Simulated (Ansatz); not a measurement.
## 4 guesses for SiC4 and where they end

These are results of DFT PBE, scalar-relativistic, plane waves, PAW in Ansatz, not measurements. All cells share a 420 eV cutoff and Γ-centred k meshes spaced at most about 0.3 Å⁻¹ (about 0.25 or finer for metals, 2π included). No spin polarisation in the final relaxations.

Each guess was relaxed in cell and atoms at zero pressure, within the symmetry of its start. These are static total energies at zero pressure. Coordination counts C atoms around Si (those within 1.25 times the shortest such distance or 1.15 times the sum of covalent radii; the shortest distance is added where it is long for a bond). For orderings, «n of Z unlike» gives the unlike atoms among the Z nearest shared sites at the start, averaged over those sites.

```
guess                            made from  start group  V start (Å³/atom)  end group  V end (Å³/atom)  coordination at the end  gap on mesh (eV)  E over the lowest end (meV/atom)
    1  Si/C on hcp sites, 2.4 of 12 unlike        P-6m2               13.3      P-6m2             12.1                     Si 3                 0                              1003
    2  Si/C on hcp sites, 2.4 of 12 unlike        P-3m1               13.3      P-3m1             14.1         Si 26 from 4.5 Å                 0                                 0
    3  Si/C on hcp sites, 2.4 of 12 unlike     P6_3/mmc               13.3   P6_3/mmc             14.1         Si 26 from 4.5 Å                 0                                 0
    4  Si/C on fcc sites, 4.8 of 12 unlike         I4/m               13.3          ?                ?                        ?                 ?                                 ?
```

Guess 4 as it starts:

```
Si C
1.0
    -2.97263    2.97263    1.88005
     2.97263   -2.97263    1.88005
     2.97263    2.97263   -1.88005
Si C
1 4
Direct
  0.00000 0.00000 0.00000
  0.60000 0.80000 0.40000
  0.40000 0.20000 0.60000
  0.80000 0.40000 0.20000
  0.20000 0.60000 0.80000
```

Task: Fill in the missing row: what does this guess relax into, and where does it rank?

Result: It ends in space group I4/mmm (No. 139), with a = 4.135 Å, c = 7.544 Å, 12.9 Å³/atom and no gap. It lies 0.96 eV/atom over the lowest end, above guess 2 and below guess 1. Counting C atoms around Si, this end has Si 4 and the lowest (guess 3) has Si 26 from 4.5 Å. This end holds C–C units of three or more atoms (shortest 1.46 Å); the lowest (guess 3) holds Si–Si nets (shortest 2.47 Å) and C–C nets (shortest 1.43 Å).

```cif
data_structure
_symmetry_space_group_name_H-M 'I4/mmm'
_symmetry_Int_Tables_number 139
_cell_length_a 4.1349
_cell_length_b 4.1349
_cell_length_c 7.5436
_cell_angle_alpha 90.000
_cell_angle_beta 90.000
_cell_angle_gamma 90.000
_cell_volume 128.97
loop_
_atom_site_label
_atom_site_type_symbol
_atom_site_symmetry_multiplicity
_atom_site_Wyckoff_symbol
_atom_site_fract_x
_atom_site_fract_y
_atom_site_fract_z
_atom_site_occupancy
Si1 Si 2 a 0.00000 0.00000 0.00000 1
C1 C 8 h 0.67677 0.67677 0.00000 1
```

Formation energies are uncorrected and refer to the elements' standard structures at the same level.

Task: Is the lowest end bound against the elements?

Result: No: its formation energy is +0.19 eV/atom. The separate elements lie lower, so it is unstable against them.

The k mesh leaves some 4 meV/atom of noise in the energy of each metallic cell. Weakly bound directions are ill-defined at this level, which has no dispersion term (P6_3/mmc, P-3m1, I4/mmm, P-6m2), and this can change margins and order among such cells. The reference form of C is held partly by dispersion forces, which this level lacks. Cells relaxed within their symmetry can be saddle points. A lower structure may well exist outside this small set. Some structure types and database cells were kept out of the candidates from the start, so a known form may be missing.
